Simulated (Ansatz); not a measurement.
# KI: stiffness from a series of strains

```
CELL_PARAMETERS angstrom
0.00000 3.52455 3.52455
3.52455 0.00000 3.52455
3.52455 3.52455 0.00000
ATOMIC_POSITIONS crystal
K 0.00000 0.00000 0.00000
I 0.50000 0.50000 0.50000
```

Atoms are numbered in the order listed.

The cell is COD entry 9009735, as deposited and not checked against the literature; nothing was relaxed.

Spin–orbit coupling is left out, though it moves levels of the heavy atoms by tenths of an eV or more.

All numbers below come from DFT, PBEsol, all-electron LAPW, scalar-relativistic (Ansatz 0.2.0).

The runs use a Γ-centred 8×8×8 k mesh, Fermi–Dirac smearing of 0.01 eV, basis error target 1 meV/atom, no spin polarisation.

The strain is applied along the Cartesian axes of the cell as listed (γ is the engineering shear, twice εxy = εyz = εzx). Fractional coordinates are held (clamped ions).

σ is the change of stress from the unstrained cell, which is at -0.21 GPa; tension is positive, so slopes are stress–strain coefficients at that pressure.

Only quantities that a quadratic follows smoothly over the whole series are listed; rougher ones are left out.

```
      γ  σxy (GPa)
-0.0200      -0.07
 0.0000       0.00
 0.0100       0.04
 0.0200       0.08
```

(1) Fit the series and read off the stiffness at zero strain.

(2) One run, at γ = -0.0100, is withheld. Predict its row.

Results:

(1) Least-squares fits y = p0 + p1 x + p2 x² to the rows give σxy (GPa): p1 = 3.76, p2 = 11. So C44 (clamped ions) = 4 GPa.

(2) The fits give -0.04; the run gave -0.03.
